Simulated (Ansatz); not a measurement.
Crystal: Mg, fcc type, 1 atom in the cell.

Method: Ansatz 0.2.0 development build, r²SCAN, plane waves, PAW datasets (earlier set, tuned by hand).

Cutoff 620 eV; k-mesh 13×13×13 Γ-centred; Fermi–Dirac smearing of 0.1 eV; no spin polarisation.

The fit to the energies gives V₀ = 22.755 Å³/atom (a₀ = 4.498 Å), B₀ = 38.6 GPa, B₀′ = 3.84.

What pressure does the program print at V = 21.960 Å³/atom, and how far above the lowest computed point (V = 22.653 Å³/atom) does the energy lie?

1.47 GPa and 3.49 meV/atom. All points:

```csv
V (Å³/atom),a (Å),E − E(min) (meV/atom),P (GPa)
21.266,4.3979,13.03,2.97
21.960,4.4452,3.49,1.47
22.653,4.4915,0.00,0.17
23.347,4.5369,1.73,-0.94
24.040,4.5814,7.95,-1.91
```

The stress includes the program's correction for the finite plane-wave basis.

This cubic structure is a model: it isn't the usual form of the substance at ambient conditions, and such phases are metastable or hypothetical.
